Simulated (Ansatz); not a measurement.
Write the native input for Ansatz 0.2.0 that does the following.

- Task: band structure
- Functional: PBE
- Potentials or basis: all-electron LAPW, scalar-relativistic
- Cutoff: 217 eV (chosen from the basis error)
- Basis error allowed: 0.001 eV/atom
- k mesh: 11 × 11 × 11
- Occupations: fermi-dirac, width 0.05 eV
- Spin: no spin polarisation

Crystal: Nb.

```
Nb
1.0
    -1.66395    1.66395    1.66395
     1.66395   -1.66395    1.66395
     1.66395    1.66395   -1.66395
Nb
1
Direct
  0.00000 0.00000 0.00000
```

The input as run:

input.yaml

```yaml
crystal:
  lattice:
    - [-1.66395, 1.66395, 1.66395]
    - [1.66395, -1.66395, 1.66395]
    - [1.66395, 1.66395, -1.66395]
  atoms:
    - { symbol: Nb, position: [0.0, 0.0, 0.0] }
kpoints:
  mp_grid: { grid: [11, 11, 11] }
  band_path:
    path:
      - [0.0, 0.0, 0.0]
      - [0.5, -0.5, 0.5]
      - [0.0, 0.0, 0.5]
      - [0.0, 0.0, 0.0]
      - [0.25, 0.25, 0.25]
      - [0.5, -0.5, 0.5]
    npoints: 10
scf:
  occupations: { method: fermi_dirac, width: 0.05 }
hamiltonian:
  xc: pbe
  pseudopotentials: { kind: all_electron, lapw: { basis_error: 0.001 } }
output:
  forces: true
  stress: true
  eigenvalues: true
```

Potentials or basis: all-electron LAPW, scalar-relativistic.

Launch:

```sh
$ ansatz run input.yaml --threads 1 --pin off --max-ram 3072MiB --backend cpu --events-out ev --progress --plain --runs-dir out
```

It gave:

```yaml
Pressure: -2.0 GPa
Band_gap_along_the_path: none (metal or under the smearing width)
```

Run time: 5.2 s on 1 thread of Arm Neoverse V1, with other jobs on the host, peak memory 0.25 GiB.
